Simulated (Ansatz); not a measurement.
## Ag under changes of volume

One of the cells (18.052 Å³/atom); the others are scaled copies at fixed shape and fractional positions:

```
CELL_PARAMETERS angstrom
1.47305 0.85046 7.20465
-1.47305 0.85046 7.20465
0.00000 -1.70093 7.20465
ATOMIC_POSITIONS crystal
Ag 0.22228 0.22228 0.22228
Ag 0.77772 0.77772 0.77772
Ag 0.00000 0.00000 0.00000
```

This isn't the form of Ag at room conditions, which is fcc.

```yaml
Program: Ansatz 0.2.0
Functional: PBEsol
Potentials_or_basis: Ansatz PAW
Cutoff: "420 eV (not typed: the program's choice for these potentials)"
k_mesh: 10 × 10 × 10
Occupations: fermi-dirac, width 0.05 eV
Spin: no spin polarisation
```

```csv
volume (Å³/atom),energy over the lowest point (meV/atom),pressure (GPa),largest force (eV/Å)
16.968,0.00,-1.7,0.005
17.330,6.21,-3.8,0.004
17.691,16.86,-5.6,0.003
18.052,31.33,-7.2,0.003
18.413,49.12,-8.6,0.002
18.774,69.76,-9.7,0.002
19.135,?,?,?
```

Task: What does the run at 19.135 Å³/atom give?

Result: Energy over the lowest point 92.84 meV/atom; pressure -10.7 GPa; largest force 0.002 eV/Å.

Worked out: A Birch-Murnaghan fit of order 3 (a polynomial in V^(-2/3)) to the other rows has its minimum at 16.72 Å³/atom, just outside them, with B0 = V·E''(V) = 116 GPa and B' = 5.6 at fixed shape and positions, which overstates the stiffness. It gives 92.85 meV/atom at 19.135 Å³/atom, against the run's 92.84, and -dE/dV = -10.7 GPa, against -10.7.

Energies are extrapolated to zero smearing.

Caveats: the PAW data sets come from PBE, with cores solved anew for the run's functional, which leaves a small shift of forces and pressure.
